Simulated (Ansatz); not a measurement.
**Nb: pressure against volume**

Nb, Im-3m, a = 3.311 Å. Ansatz: PBE, PAW, 420 eV, Γ-centred 18×18×18 mesh on 1 atom, Gaussian smearing 0.10 eV; no spin polarisation. Symmetry fixes shape and atoms, so the cell is only scaled; pressure is positive in compression.

```
V (Å³/atom) P (GPa)
     15.973        ?
     16.517    18.74
     17.062    11.63
     17.606     5.42
     18.151     0.00
     18.695    -4.73
     19.240    -8.87
     19.966   -13.57
```

Q: Take V0 = 18.151 Å³/atom, fit the third-order Birch–Murnaghan form to the other rows, and predict the missing pressure.

A: With the Eulerian strain f = ½[(V0/V)^(2/3) − 1] and y = P/[3f(1 + 2f)^(5/2)], the form is the line y = B0 + 1.5 B0 (B0′ − 4) f. Rows (f, y): 0.03246, 164.4; 0.02106, 166.0; 0.01027, 167.2; -0.00975, 169.9; -0.01905, 171.0; -0.03078, 172.3. Means f = 0.0007017, y = 168.47; Σ(Δf)² = 0.003005, ΣΔfΔy = -0.3772; the slope is their ratio. y = 168.6 − 125.5 f GPa, so B0 = 168.6 GPa and B0′ = 4 + 2 × (-125.5)/(3 × 168.6) = 3.50. At V = 15.973, f = 0.04448, y = 163.02 and P = 26.92 GPa. The run gave 26.89 GPa, so the fit is 0.03 GPa too high, a small miss on the scale of the series.